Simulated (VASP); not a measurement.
Wanted: the native input for a VASP 6.6.1 run.

| Item | Value |
| --- | --- |
| Task | dielectric tensor |
| Functional | PBE |
| Potentials or basis | VASP PAW PBE potentials, release 64 (Al, N) |
| Cutoff | 800 eV |
| k mesh | 13 × 13 × 13 |
| Occupations | gaussian, width 0.01 eV |
| Spin | no spin polarisation |
| Further INCAR settings | ALGO = Normal; EDIFF = 1e-08 |

The structure of AlN lies in POSCAR:

```
AlN
1.0
    0.0000000000      2.0345180000      2.0345180000
    2.0345180000      0.0000000000      2.0345180000
    2.0345180000      2.0345180000      0.0000000000
Al N
1 1
Direct
    0.5000000000      0.5000000000      0.5000000000
    0.0000000000      0.0000000000      0.0000000000
```

Measurements of this composition are mostly on another form, of space group No. 186.

The input as run:

INCAR

```
ALGO     = Normal         # electronic algorithm
EDIFF    = 1E-8           # SCF threshold, eV
ENCUT    = 800            # plane-wave cutoff, eV
GGA      = PE             # functional
ISIF     = 2              # what is computed and relaxed
ISMEAR   = 0              # smearing method
LASPH    = True           # aspherical terms in the spheres
LCHARG   = False          # write CHGCAR
LEPSILON = True           # dielectric tensor by DFPT
LREAL    = False          # projectors in reciprocal space
LWAVE    = False          # write WAVECAR
NELM     = 100            # most SCF steps
PREC     = Accurate       # precision mode
SIGMA    = 0.01           # smearing width, eV
```

KPOINTS

```
k-points
0
Gamma
  13 13 13
```

Potentials or basis: VASP PAW PBE potentials, release 64 (Al, N).

Command:

```console
$ cat potpaw_PBE.64/Al/POTCAR potpaw_PBE.64/N/POTCAR > POTCAR
$ mpirun -np 1 vasp_std > vasp.out
```

Results of the run:

| Property | Result |
| --- | --- |
| Band gap on the k mesh | 4.52 eV, indirect (least direct gap 5.41 eV) |
| Electronic dielectric tensor (diagonal) | 5.19 |
| Born charges (mean of the diagonal) | Al +2.98; N -2.98 e |

Caveat: an odd mesh through Γ misses points on the zone boundary, where band edges often lie.

It took 3.5 min on 1 thread of Intel(R) Xeon(R) Platinum 8375C CPU @ 2.90GHz (Ice Lake) (shared host), peak memory 0.27 GiB.
